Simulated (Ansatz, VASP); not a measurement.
**MgS: VASP beside Ansatz**

File INCAR:

```
SYSTEM = MgS
PREC     = Accurate       ! precision mode
ENCUT    = 520            ! plane-wave cutoff, eV
EDIFF    = 1E-6           ! SCF threshold, eV
ISMEAR   = 0              ! smearing method
SIGMA    = 0.05           ! smearing width, eV
LREAL    = .False.        ! projectors in reciprocal space
LASPH    = .True.         ! aspherical terms in the spheres
NELM     = 60             ! most SCF steps
ALGO     = Normal         ! electronic algorithm
ISIF     = 2              ! what is computed and relaxed
LWAVE    = .False.        ! write WAVECAR
LCHARG   = .True.         ! write CHGCAR
GGA      = PS             ! functional
LELF     = .True.         ! ELF
LVHAR    = .True.       
NBANDS   = 16             ! bands
```

KPOINTS

```
regular mesh
0
Gamma
  6 6 4
  0 0 0
```

Contents of POSCAR:

```
MgS
1.0
    3.7118526143      0.0000000000      0.0000000000
   -1.8559263071      3.2145586591      0.0000000000
    0.0000000000      0.0000000000      6.4322941800
Mg S
2 2
Direct
    0.6666666667      0.3333333333      0.4957548500
    0.3333333333      0.6666666667      0.9957548500
    0.3333333333      0.6666666667      0.3792441500
    0.6666666667      0.3333333333      0.8792441500
```

Input for Ansatz:

```yaml
crystal:
  lattice:
    - [3.7118526143, 0.0, 0.0]
    - [-1.8559263071, 3.2145586591, 0.0]
    - [0.0, 0.0, 6.43229418]
  atoms:
    - { symbol: Mg, position: [0.6666666667, 0.3333333333, 0.49575485] }
    - { symbol: Mg, position: [0.3333333333, 0.6666666667, 0.99575485] }
    - { symbol: S, position: [0.3333333333, 0.6666666667, 0.37924415] }
    - { symbol: S, position: [0.6666666667, 0.3333333333, 0.87924415] }
basis:
  ecutwfc: 420
kpoints:
  mp_grid: { grid: [6, 6, 4] }
hamiltonian:
  xc: pbesol
scf:
  occupations: { method: gaussian, width: 0.05 }
output:
  forces: true
  stress: true
  eigenvalues: true
```

Change from the starting cell: strain -0.080 along x and y, +0.000 along z, atoms carried along.

Alike in both runs: task single point; functional PBEsol; k mesh 6 × 6 × 4; occupations gaussian, width 0.05 eV; no spin polarisation.

|  | VASP | Ansatz |
| --- | --- | --- |
| version | VASP 6.6.1 | Ansatz 0.2.0 |
| potentials or method | VASP PAW PBE potentials, release 64 (Mg, S) | scalar-relativistic, plane waves, PAW |
| plane-wave cutoff (eV) | 520 | 420 |
| valence electrons in the cell | 16 | 32 |

|  | VASP | Ansatz | Ansatz less VASP |
| --- | --- | --- | --- |
| gap on the k mesh at the Fermi level (eV) | 4.09 | 4.08 | -0.006 |
| least direct gap on the mesh (eV) | 4.09 | 4.08 | -0.006 |
| pressure (GPa) | 14.1 | 14.0 | -0.07 |
| largest component of the traceless stress (GPa) | 9.28 | 9.20 | -0.081 |
| rms of the force components (eV/Å) | 0.593 | 0.587 | -0.0062 |

Atom by atom the forces differ by 0.006 eV/Å (rms over components). The two sets of potentials don't hold the same shells in valence.

Caveats: the PAW data sets were made with another functional, which shifts forces and pressure a little (VASP). A k mesh can miss the band edges.
